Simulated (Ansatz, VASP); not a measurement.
**Two plane-wave programs on Sn**

```xyz
2
Lattice="0.0000 3.2868 3.2868 3.2868 0.0000 3.2868 3.2868 3.2868 0.0000" Properties=species:S:1:pos:R:3 pbc="T T T"
Sn    3.2868    3.2868    3.2868
Sn    4.9302    4.9302    4.9302
```

Alike in both runs: functional PBE; dispersion D3(BJ); k mesh 12 × 12 × 12; occupations gaussian, width 0.1 eV; no spin polarisation.

Ansatz relaxed the structure, and its values are those at the end. VASP's run is a single point on that final structure, the one shown.

|  | VASP | Ansatz |
| --- | --- | --- |
| version | VASP 6.6.1 | Ansatz 0.2.0 |
| potentials or method | VASP PAW PBE potentials, release 64 (Sn_d) | scalar-relativistic, plane waves, PAW |
| plane-wave cutoff (eV) | 520 | 420 |
| valence electrons in the cell | 28 | 28 |

```tsv
	VASP	Ansatz	Ansatz less VASP
gap on the k mesh at the Fermi level (eV)	none	none	-
pressure (GPa)	-0.1	0.0	+0.05
```

A gap of «none» marks a metal or a gap that the smearing closes.

Caveats: pairwise dispersion overbinds metals, which lowers pressure and volume.
